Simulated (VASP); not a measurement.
# Ag in VASP: a series of runs, part 2 of 3

VASP 6.6.1. The steps go on from the part before.

## 3. Relaxation of the atoms, PBE+D2

INCAR

```
SYSTEM = Ag
ALGO = Fast
DIPOL = 0.5 0.5 0.500
EDIFF = 1E-6
EDIFFG = -0.01
ENCUT = 520
GGA = PE
IBRION = 2
IDIPOL = 3
ISIF = 2
ISMEAR = -1
IVDW = 1
LASPH = .True.
LCHARG = .False.
LDIPOL = .True.
LREAL = .False.
LWAVE = .False.
NELM = 100
NSW = 40
PREC = Accurate
SIGMA = 0.05
```

KPOINTS

```
k-points
0
Gamma
  7 7 1
  0 0 0
```

POSCAR

```
Ag
1.0
    2.9460943265      0.0000000000      0.0000000000
   -1.4730471633      2.5513925288      0.0000000000
    0.0000000000      0.0000000000     29.4093000000
Ag
7
Selective dynamics
Direct
    0.0000000000      0.0000000000      0.2550213708  F F F
    0.6666666667      0.3333333333      0.3366377160  F F F
    0.3333333334      0.6666666667      0.4182540611  F F F
    0.6666666667      0.3333333333      0.5000000000  T T T
    0.3333333334      0.6666666667      0.5816163452  T T T
    0.0000000000      0.0000000000      0.6632326903  T T T
    0.3333333334      0.6666666667      0.7449786292  T T T
```

Potentials or basis: VASP PAW PBE potentials, release 64 (Ag).

Command:

```sh
$ cat potpaw_PBE.64/Ag/POTCAR > POTCAR
$ mpirun -np 1 vasp_std > vasp.out
```

OUTCAR:

```text
SYSTEM = Ag
   EDIFF = 1E-6
   EDIFFG = -0.01
   ENCUT = 520
   GGA = PE
   IBRION = 2
   ISIF = 2
   ISMEAR = -1
   IVDW = 1
   LASPH = .True.
   LREAL = .False.
   NELM = 100
   NSW = 40
   PREC = Accurate
  IVDW =   1

 ion  position               nearest neighbor table
   1  0.000  0.000  0.255-   2 2.94   2 2.94   2 2.94
   2  0.667  0.333  0.337-   3 2.94   3 2.94   3 2.94   1 2.94   1 2.94   1 2.94
   3  0.333  0.667  0.418-   2 2.94   2 2.94   2 2.94   4 2.94   4 2.94   4 2.94
   4  0.667  0.333  0.500-   5 2.94   5 2.94   5 2.94   3 2.94   3 2.94   3 2.94
   5  0.333  0.667  0.582-   6 2.94   6 2.94   6 2.94   4 2.94   4 2.94   4 2.94
   6  0.000  0.000  0.663-   5 2.94   5 2.94   5 2.94   7 2.94   7 2.94   7 2.94
   7  0.333  0.667  0.745-   6 2.94   6 2.94   6 2.94

  LATTYP: Found a hexagonal cell.
 ALAT       =     2.9460943265
 C/A-ratio  =     9.9824706003

  Lattice vectors:

 A1 = (   2.9460943265,   0.0000000000,   0.0000000000)
 A2 = (  -1.4730471633,   2.5513925288,   0.0000000000)
 A3 = (   0.0000000000,   0.0000000000,  29.4093000000)

Analysis of symmetry for initial positions (statically):
=====================================================================
 Subroutine PRICEL returns:
 Original cell was already a primitive cell.

 Routine SETGRP: Setting up the symmetry group for a
 hexagonal supercell.

 Subroutine GETGRP returns: Found  6 space group operations
 (whereof  6 operations were pure point group operations)
 out of a pool of 24 trial point group operations.

The static configuration has the point symmetry C_3v.

Analysis of symmetry for dynamics (positions and initial velocities):
=====================================================================
 Subroutine PRICEL returns:
 Original cell was already a primitive cell.

 Routine SETGRP: Setting up the symmetry group for a
 hexagonal supercell.

 Subroutine GETGRP returns: Found  6 space group operations
 (whereof  6 operations were pure point group operations)
 out of a pool of 24 trial point group operations.

The dynamic configuration has the point symmetry C_3v.

Analysis of constrained symmetry for selective dynamics:
=====================================================================
 Subroutine PRICEL returns:
 Original cell was already a primitive cell.

 Routine SETGRP: Setting up the symmetry group for a
 hexagonal supercell.

 Subroutine GETGRP returns: Found  6 space group operations
 (whereof  6 operations were pure point group operations)
 out of a pool of 24 trial point group operations.

The constrained configuration has the point symmetry C_3v.

 Subroutine INISYM returns: Found  6 space group operations
 (whereof  6 operations are pure point group operations),
 and found     1 'primitive' translations

----------------------------------------------------------------------------------------

                                     Primitive cell

  volume of cell :     221.0592

  direct lattice vectors                    reciprocal lattice vectors
     2.946094326  0.000000000  0.000000000     0.339432445  0.195971413  0.000000000
[... 74 lines left out ...]
   LNONCOLLINEAR =      F non collinear calculations
   LSORBIT =      F    spin-orbit coupling
   LASPH  =      T    aspherical Exc in radial PAW
   ENCUT  =  520.0 eV  38.22 Ry    6.18 a.u.   5.48  5.48 54.68*2*pi/ulx,y,z
   NELM   =    100;   NELMIN=  2; NELMDL= -5     # of ELM steps
   EDIFF  = 0.1E-05   stopping-criterion for ELM
   LREAL  =      F    real-space projection
   EDIFFG = -.1E-01   stopping-criterion for IOM
   NSW    =     40    number of steps for IOM
   IBRION =      2    ionic relax: 0-MD 1-quasi-New 2-CG
   NFREE  =      1    steps in history (QN), initial steepest desc. (CG)
   ISIF   =      2    stress and relaxation
   ISYM   =      2    0-nonsym 1-usesym 2-fastsym
   POTIM  = 0.5000    time-step for ionic-motion
   TEBEG  =    0.0;   TEEND  =   0.0 temperature during run
   PSTRESS=    0.0 pullay stress
   NELECT =      77.0000    total number of electrons
   NUPDOWN=      -1.0000    fix difference up-down
   EMIN   =  10.00;   EMAX   =-10.00  energy-range for DOS
   EFERMI =   0.00;   METHOD = LEGACY
   ISMEAR =    -1;   SIGMA  =   0.05  broadening in eV -4-tet -1-fermi 0-gaus
   EFERMI_NEDOS =   21; number of points for ismear=-14 and -15
   IALGO  =     68    algorithm
   IMIX   =      4    mixing-type and parameters
     AMIX     =   0.40;   BMIX     =  1.00
     AMIX_MAG =   1.60;   BMIX_MAG =  1.00
  volume/ion in A,a.u.               =      31.58       213.11
  Fermi-wavevector in a.u.,A,eV,Ry     =   1.151867  2.176712 18.052166  1.326797
  Thomas-Fermi vector in A             =   2.288521
   LORBIT       =      0    0 simple, 1 ext, 2 COOP (PROOUT), +10 PAW based schemes
   GGA     = PE    functional components
   LHFCALC =     F    Hartree Fock is set to
   AEXX    =    0.0000 exact exchange contribution
   IVDW    =     1    specifies the selected vdW correction
   LEPSILON=     F    determine dielectric tensor
   LRPA    =     F    only Hartree local field effects (RPA)
 conjugate gradient relaxation of ions
 non-spin polarized calculation
 RMM-DIIS sequential band-by-band and
  energy-cutoff  :      520.00
  volume of cell :      221.06
 maximum number of plane-waves:      6073
 NGX is ok and might be reduce to    24
   NGX = 11   NGY = 11   NGZ =109

--------------------------------------- Ionic step        1  -------------------------------------------

 number of electron      77.0000020 magnetization

 Free energy of the ion-electron system (eV)
  ---------------------------------------------------
  ext. energy  EPLUGINS =         0.00000000
  ---------------------------------------------------
  free energy    TOTEN  =       -18.49861343 eV

  energy without entropy =      -18.48728317  energy(sigma->0) =      -18.49294830

------------------------ aborting loop because EDIFF is reached ----------------------------------------

  DFT-D2 method for vdW energy calculation

  Number of pair interactions contributing to vdW energy:   66487
[... 126 lines left out ...]
  FREE ENERGIE OF THE ION-ELECTRON SYSTEM (eV)
  ---------------------------------------------------
  free  energy   TOTEN  =       -21.9094194813 eV

  energy  without entropy=      -21.8979883047  energy(sigma->0) =      -21.90370389

[... ionic steps 4 to 7 ...]

--------------------------------------- Ionic step        8  -------------------------------------------

 number of electron      77.0000018 magnetization

------------------------ aborting loop because EDIFF is reached ----------------------------------------

 vacuum level on the upper side and lower side of the slab       (xc-potential included)        -0.018        -0.004

  DFT-D2 method for vdW energy calculation

  Number of pair interactions contributing to vdW energy:   66475

  Edisp (eV):   -3.40939
[... 30 lines left out ...]
  FREE ENERGIE OF THE ION-ELECTRON SYSTEM (eV)
  ---------------------------------------------------
  free  energy   TOTEN  =       -21.9108028018 eV

  energy  without entropy=      -21.8989897381  energy(sigma->0) =      -21.90489627

 dipolmoment           0.000000      0.000000      0.000465 electrons x Angstroem

--------------------------------------- Ionic step        9  -------------------------------------------

 number of electron      77.0000017 magnetization

------------------------ aborting loop because EDIFF is reached ----------------------------------------
[... 42 lines left out ...]
--------------------------------------- Ionic step       10  -------------------------------------------

 number of electron      77.0000016 magnetization

 dipolmoment           0.000000      0.000000     -0.000612 electrons x Angstroem

 Free energy of the ion-electron system (eV)
  ---------------------------------------------------
  ext. energy  EPLUGINS =         0.00000000
  ---------------------------------------------------
  free energy    TOTEN  =       -18.50163879 eV

  energy without entropy =      -18.48977821  energy(sigma->0) =      -18.49570850

 E-fermi :   2.6583     XC(G=0):  -7.3097

 val. band max:        2.2312676331   @ k =   0.0000   0.0000   0.0000
 cond. band min:       2.6966386419   @ k =   0.1429   0.1429   0.0000
 fundamental gap:      0.4653710087
 Fermi energy:         2.6583386219

 k-point     1 :       0.0000    0.0000    0.0000
  band No.  band energies     occupation
      1      -4.7735      2.00000
      2      -4.3624      2.00000
      3      -3.8269      2.00000
      4      -3.5725      2.00000
      5      -3.5186      2.00000
      6      -3.2695      2.00000
[... 381 lines left out ...]
     45       7.7615      0.00000
     46       8.0803      0.00000

------------------------ aborting loop because EDIFF is reached ----------------------------------------

 vacuum level on the upper side and lower side of the slab       (xc-potential included)        -0.013         0.001

  DFT-D2 method for vdW energy calculation

  Number of pair interactions contributing to vdW energy:   66487

  Edisp (eV):   -3.40947
[... 30 lines left out ...]
  FREE ENERGIE OF THE ION-ELECTRON SYSTEM (eV)
  ---------------------------------------------------
  free  energy   TOTEN  =       -21.9111102327 eV

  energy  without entropy=      -21.8992496559  energy(sigma->0) =      -21.90517994

 reached required accuracy - stopping structural energy minimisation

 vacuum level on the upper side and lower side of the slab         6.909         6.923
```

Wall time 5.4 min (1 thread of Intel Xeon Platinum 8559C (Emerald Rapids), shared host); peak memory 0.38 GiB.

Results:

```
Free energy                : -21.9111 eV
Energy gained by relaxing  : 0.3 meV/atom
Ionic steps                : 10
Band gap on the k mesh     : none (metal or under the smearing width)
Dispersion energy per atom : -0.487 eV
```

Step by step:
| step | energy change (eV) | largest force (eV/Å) | pressure (GPa) |
| --- | --- | --- | --- |
| 1 | 0.0000 | 0.0579 | -1.03 |
| 2 | -0.0001 | 0.0572 | -1.03 |
| 3 | -0.0004 | 0.0570 | -1.01 |
| 4 | -0.0007 | 0.0570 | -0.99 |
| 5 | -0.0009 | 0.0569 | -0.98 |
| 6 | -0.0012 | 0.0568 | -0.95 |
| 7 | -0.0014 | 0.0564 | -0.94 |
| 8 | -0.0018 | 0.0550 | -0.91 |
| 9 | -0.0021 | 0.0562 | -0.90 |
| 10 | -0.0021 | 0.0568 | -0.89 |

Final structure:
```cif
data_structure
_symmetry_space_group_name_H-M 'P 1'
_symmetry_Int_Tables_number 1
_cell_length_a 2.9461
_cell_length_b 2.9461
_cell_length_c 29.4093
_cell_angle_alpha 90.000
_cell_angle_beta 90.000
_cell_angle_gamma 120.000
_cell_volume 221.06
loop_
_atom_site_label
_atom_site_type_symbol
_atom_site_fract_x
_atom_site_fract_y
_atom_site_fract_z
_atom_site_occupancy
Ag1 Ag 0.00000 0.00000 0.25502 1
Ag2 Ag 0.66667 0.33333 0.33664 1
Ag3 Ag 0.33333 0.66667 0.41825 1
Ag4 Ag 0.66667 0.33333 0.49965 1
Ag5 Ag 0.33333 0.66667 0.58074 1
Ag6 Ag 0.00000 0.00000 0.66173 1
Ag7 Ag 0.33333 0.66667 0.74259 1
```

Levels at points of the mesh, in eV from the Fermi level:
```
           k point  band 37  band 38  band 39  band 40  band 41  band 42
(0.00, 0.00, 0.00)    -3.19    -3.19    -3.16    -3.16    -1.99    -0.43
```

Caveat: atom-pairwise D2, TS and ULG terms overbind metals.

(Part 2 of 3 ends here.)
